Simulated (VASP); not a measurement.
Be2C:

```
C Be
1.0
     0.00000    2.16500    2.16500
     2.16500    0.00000    2.16500
     2.16500    2.16500    0.00000
C Be
1 2
Direct
  0.00000 0.00000 0.00000
  0.75000 0.75000 0.75000
  0.25000 0.25000 0.25000
```

* Program: VASP 6.6.1
* Task: single point
* Functional: PBE
* Potentials or basis: VASP PAW PBE potentials, release 64 (C, Be)
* Cutoff: 520 eV
* k mesh: 11 × 11 × 11
* Occupations: fermi-dirac, width 0.05 eV
* Spin: no spin polarisation

On this cell: pressure 0.2 GPa; largest force zero by symmetry; band gap on the k mesh 1.25 eV, indirect (least direct gap 4.13 eV).

The same run follows on a disturbed copy (atoms moved at random, drawn with an rms of 0.05 Å):

```
C Be
1.0
     0.00000    2.16500    2.16500
     2.16500    0.00000    2.16500
     2.16500    2.16500    0.00000
C Be
1 2
Direct
  0.99721 0.00135 0.01329
  0.74777 0.75992 0.75858
  0.25366 0.25076 0.25314
```

Question: What does the disturbed cell give?

Answer: The energy moves by +2.1 meV/atom; pressure 0.3 GPa; largest force 0.295 eV/Å; band gap on the k mesh 1.16 eV, indirect (least direct gap 4.03 eV).

Forces on the atoms (eV/Å):
```
C   -0.082 -0.080  0.167
Be  -0.210  0.050 -0.142
Be   0.292  0.031 -0.026
```

Stress tensor (GPa, compression positive):
```
 0.41 -0.08 -0.03
-0.08  0.20 -0.50
-0.03 -0.50  0.22
```

Caveats: an odd mesh through Γ misses points on the zone boundary, where band edges often lie.
